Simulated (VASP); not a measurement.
## I: band structure with TB-mBJ

I:

```
I
1.0
     3.63503   -2.39502    0.00000
     3.63503    2.39502    0.00000
     0.00000    0.00000    9.79344
I
4
Cartesian
  3.6350 -0.7152 3.7646
  3.6350 1.6799 1.1321
  3.6350 0.7152 6.0288
  3.6350 -1.6799 8.6613
```

```yaml
Program: VASP 6.6.1
Task: band structure
Functional: TB-mBJ
Potentials_or_basis: VASP PAW PBE potentials, release 64 (I)
Cutoff: 520 eV
k_mesh: 8 × 8 × 4
Occupations: gaussian, width 0.02 eV
Spin: no spin polarisation
Ladder: gaps
Further_INCAR_settings: ALGO = Normal; EDIFF = 1e-06
```

The band gap on the k mesh is 1.63 eV, indirect (least direct gap 1.73 eV). The band gap along the path is 1.63 eV, indirect (least direct gap 1.73 eV).

Levels at the corners of the path, in eV from the valence-band top:
| point | band 12 | band 13 | band 14 | band 15 | band 16 | band 17 |
| --- | --- | --- | --- | --- | --- | --- |
| Γ | -0.50 | -0.11 | -0.02 | 1.72 | 2.50 | 6.03 |
| X | -0.91 | -0.55 | -0.23 | 1.97 | 2.20 | 6.92 |
| X | -0.91 | -0.55 | -0.23 | 1.97 | 2.20 | 6.92 |
| S | -1.07 | -0.38 | -0.38 | 2.47 | 2.47 | 6.30 |
| S | -1.07 | -0.38 | -0.38 | 2.47 | 2.47 | 6.30 |
| R | -0.65 | 0.00 | 0.00 | 1.99 | 1.99 | 6.66 |
| R | -0.65 | 0.00 | 0.00 | 1.99 | 1.99 | 6.66 |
| A | -0.72 | -0.53 | -0.53 | 2.05 | 2.05 | 7.57 |
| A | -0.72 | -0.53 | -0.53 | 2.05 | 2.05 | 7.57 |
| Z | -0.94 | -0.06 | -0.06 | 2.03 | 2.03 | 6.60 |
| Z | -0.94 | -0.06 | -0.06 | 2.03 | 2.03 | 6.60 |
| Γ | -0.50 | -0.11 | -0.02 | 1.72 | 2.50 | 6.03 |
| Γ | -0.50 | -0.11 | -0.02 | 1.72 | 2.50 | 6.03 |
| Y | -1.23 | -0.64 | -0.27 | 1.63 | 2.16 | 5.91 |
| Y | -1.23 | -0.64 | -0.27 | 1.63 | 2.16 | 5.91 |
| X1 | -0.91 | -0.55 | -0.23 | 1.97 | 2.20 | 6.92 |
| X1 | -0.91 | -0.55 | -0.23 | 1.97 | 2.20 | 6.92 |
| A1 | -0.72 | -0.53 | -0.53 | 2.05 | 2.05 | 7.57 |
| A1 | -0.72 | -0.53 | -0.53 | 2.05 | 2.05 | 7.57 |
| T | -1.12 | -0.85 | -0.85 | 1.81 | 1.81 | 6.83 |
| T | -1.12 | -0.85 | -0.85 | 1.81 | 1.81 | 6.83 |
| Y | -1.23 | -0.64 | -0.27 | 1.63 | 2.16 | 5.91 |
| Z | -0.94 | -0.06 | -0.06 | 2.03 | 2.03 | 6.60 |
| T | -1.12 | -0.85 | -0.85 | 1.81 | 1.81 | 6.83 |

Run time: 13 min on 1 thread of Intel(R) Xeon(R) Platinum 8488C (Sapphire Rapids), on a shared host, peak memory 0.49 GiB.

Caveat: spin-orbit coupling is left out, which moves the levels of the heavy elements.
